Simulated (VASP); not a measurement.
Input of a VASP 6.6.1 run:

The input INCAR:

```
PREC     = Accurate       # precision mode
ENCUT    = 520            # plane-wave cutoff, eV
EDIFF    = 1E-6           # SCF threshold, eV
ISMEAR   = 0              # smearing method
SIGMA    = 0.05           # smearing width, eV
LREAL    = False          # projectors in reciprocal space
LASPH    = True           # aspherical terms in the spheres
NELM     = 100            # most SCF steps
ALGO     = Normal         # electronic algorithm
ISIF     = 2              # what is computed and relaxed
LWAVE    = False          # write WAVECAR
LCHARG   = False          # write CHGCAR
LDIPOL   = True         
IDIPOL   = 3            
DIPOL    = 0.5 0.5 0.500
GGA      = PS             # functional
IBRION   = 2              # ionic algorithm
NSW      = 100            # ionic steps
EDIFFG   = -0.015         # ionic threshold
KPAR     = 8
```

Contents of KPOINTS:

```
regular mesh
0
Gamma
  4 6 1
```

File POSCAR:

```
GaP
1.0
    5.4505000000      0.0000000000      0.0000000000
    0.0000000000      3.8540855110      0.0000000000
    0.0000000000      0.0000000000     23.7081710220
Ga P
5 5
Direct
    0.5000000000      0.5000000000      0.3374364051
    0.0000000000      1.0000000000      0.4187182025
    0.5000000000      0.5000000000      0.5000000000
    0.0000000000      1.0000000000      0.5812817975
    0.5000000000      0.5000000000      0.6625635949
    0.7500000000      0.0000000000      0.3374364051
    0.2500000000      0.5000000000      0.4187182025
    0.7500000000      0.0000000000      0.5000000000
    0.2500000000      0.5000000000      0.5812817975
    0.7500000000      1.0000000000      0.6625635949
```

Potentials or basis: VASP PAW PBE potentials, release 64 (Ga_d, P).

Run with:

```console
$ cat potpaw_PBE.64/Ga_d/POTCAR potpaw_PBE.64/P/POTCAR > POTCAR
$ mpirun -np 8 vasp_std > vasp.out
```

(1) Predict the energy gained by relaxing.

(2) Estimate the band gap on the k mesh.

Results:

(1) 145.6 meV/atom.

(2) 0.88 eV, indirect (least direct gap 1.60 eV).
